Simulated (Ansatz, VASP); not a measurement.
**One calculation of KBr, two programs**

```
CELL_PARAMETERS angstrom
0.00000 3.35277 3.35277
3.35277 0.00000 3.35277
3.35277 3.35277 0.00000
ATOMIC_POSITIONS crystal
K 0.00000 0.00000 0.00000
Br 0.50000 0.50000 0.50000
```

Alike in both runs: functional PBE; k mesh 6 × 6 × 6; no spin polarisation.

Ansatz relaxed the structure, and its values are those at the end. VASP's run is a single point on that final structure, the one shown.

|  | VASP | Ansatz |
| --- | --- | --- |
| version | VASP 6.6.1 | Ansatz 0.2.0 |
| potentials or method | VASP PAW PBE potentials, release 64 (K_sv, Br) | scalar-relativistic, plane waves, PAW |
| plane-wave cutoff (eV) | 520 | 420 |
| occupations | gaussian, width 0.01 eV | fixed |
| valence electrons in the cell | 16 | 16 |

|  | VASP | Ansatz | Ansatz less VASP |
| --- | --- | --- | --- |
| gap on the k mesh at the Fermi level (eV) | 4.31 | 4.31 | +0.001 |
| least direct gap on the mesh (eV) | 4.31 | 4.31 | +0.001 |
| pressure (GPa) | 0.0 | 0.0 | -0.03 |
